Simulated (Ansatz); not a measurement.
# HfN (zincblende type): the cost of one run

Method: DFT PBE, with the methods named in each step, in Ansatz 0.2.0.

1 further run of the same task is left out (it didn't finish). Runs told in other sessions of the task aren't counted.

### Step 1. The starting structure

The structure is cubic, space group F-43m (No. 216). The conventional cell has a = 4.916 Å, b = 4.916 Å, c = 4.916 Å, α = 90.00°, β = 90.00°, γ = 90.00°. Hf (site symmetry -43m) is surrounded by 4 N at 2.13 Å. Around N (site symmetry -43m) lie 4 Hf at 2.13 Å.

As a file:

```
Hf N
1.0
     0.00000    2.45790    2.45790
     2.45790    0.00000    2.45790
     2.45790    2.45790    0.00000
Hf N
1 1
Direct
  0.00000 0.00000 0.00000
  0.25000 0.25000 0.25000
```

Whether this phase is the stable one at these pressures isn't tested.

Atoms are numbered in the order of the input: Hf1, N2.

### Step 2. The reference volume, LAPW

Contents of input.yaml:

```yaml
crystal:
  lattice:
    - [0.0, 2.4579025457, 2.4579025457]
    - [2.4579025457, 0.0, 2.4579025457]
    - [2.4579025457, 2.4579025457, 0.0]
  atoms:
    - { symbol: Hf, position: [0.0, 0.0, 0.0] }
    - { symbol: "N", position: [0.25, 0.25, 0.25] }
kpoints:
  mp_grid: { grid: [14, 14, 14] }
  band_path:
    path:
      - [0.0, 0.0, 0.0]
      - [-0.5, -0.5, 0.0]
      - [-0.375, -0.375, 0.25]
      - [-0.375, 0.0, 0.375]
      - [0.0, 0.0, 0.0]
      - [0.0, 0.0, 0.5]
      - [-0.5, -0.25, 0.25]
      - [-0.5, -0.5, 0.0]
    npoints: 14
scf:
  occupations: { method: fermi_dirac, width: 0.08 }
hamiltonian:
  xc: pbe
  pseudopotentials: { kind: all_electron, lapw: { basis_error: 0.001 } }
output:
  forces: true
  stress: true
  eigenvalues: true
  populations: true
  dos: { projected: true, de: 0.2, e_range: [-14, 8] }
```

The run is started by

```console
$ ansatz run input.yaml --threads 1 --pin off --max-ram 2048MiB --backend cpu --events-out ev --progress --plain --runs-dir out
```

Q: Estimate wall time and peak memory on 1 thread of Arm Neoverse V1, shared host.

About 98 s, with a peak of 0.48 GiB.
